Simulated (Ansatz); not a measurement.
Crystal: C.

```
C
1.0
     2.52210    0.00000    0.00000
    -1.26105    2.18420    0.00000
     0.00000    0.00000   12.35570
C
12
Direct
  0.66667 0.33333 0.35417
  0.33333 0.66667 0.85417
  0.66667 0.33333 0.14583
  0.33333 0.66667 0.64583
  0.66667 0.33333 0.47917
  0.33333 0.66667 0.97917
  0.66667 0.33333 0.02083
  0.33333 0.66667 0.52083
  0.00000 0.00000 0.81250
  0.00000 0.00000 0.31250
  0.00000 0.00000 0.68750
  0.00000 0.00000 0.18750
```

This is a hexagonal form of diamond, not graphite.

Base run:

* Program: Ansatz 0.2.0
* Functional: PBE
* Potentials or basis: SSSP efficiency PAW
* Cutoff: 612 eV
* Density cutoff: 6123 eV
* k mesh: 12 × 12 × 3
* Occupations: fermi-dirac, width 0.05 eV
* Spin: no spin polarisation

Its results: band gap on the k mesh 4.40 eV, indirect (least direct gap 5.31 eV); pressure 2.6 GPa; largest force 0.331 eV/Å.

Question: The run is repeated on the same cell with these changes: potentials or basis from SSSP efficiency PAW to Ansatz PAW earlier set; cutoff from 612 eV to 820 eV; density cutoff from 6123 eV to 3280 eV. What comes out?

Answer: Band gap on the k mesh 4.38 eV, indirect (least direct gap 5.31 eV); pressure 2.0 GPa; largest force 0.332 eV/Å.

Not every run made on this cell is shown here.
